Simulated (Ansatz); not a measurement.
# Ti: strain energy, fitted

Ti, Fm-3m, a = 4.056 Å. This isn't the element's structure at ambient conditions. Ansatz: PBEsol, PAW, 420 eV, Γ-centred 18×18×14 mesh on 2 atoms, Gaussian smearing 0.10 eV; no spin polarisation. Series: uniaxial strain along a, with b, c and atoms relaxed; x is the strain in per cent. The axes a, b, c are those of the computed cell (2.868, 2.868, 4.056 Å), along [1 1 0], [-1 1 0], [0 0 1] of the cell named above. y is the free energy over the unstrained cell, V0 = 16.680 Å³/atom.

| x (%) | y (meV/atom) |
| --- | --- |
| -6.0 | ? |
| -4.0 | 8.64 |
| -2.0 | 2.28 |
| 0.0 | 0.00 |
| 2.0 | 2.06 |
| 4.0 | 7.62 |
| 6.0 | 15.72 |

Question: Fit y = c2 x² + c3 x³ to the other rows, turn c2 into a modulus, and predict the missing energy.

Answer: Least squares on the rows shown. y = 0.50349 x² − 0.010671 x³. In eV per unit strain² c2 is 5.035; this is Young's modulus along the axis (E = ½ Y V0 ε²): 2 × 5.035 × 160.2 / (16.680) = 97 GPa. With a term in x⁴ added, the coefficient of x² becomes 0.5310, 5 % more, which shows how far this figure hangs on the form. At x = -6.0 the fit asked for gives 20.43 meV/atom. The run gave 18.15 meV/atom, so the fit is 2.28 meV/atom too high, 13 % of the span of the series, against an rms of 0.16 meV/atom on the fitted rows. The row lies outside the fitted range. With a term in x⁴ added, a fit to the same known rows predicts 19.09 meV/atom, which recovers part of the miss; the known rows don't hold the rest.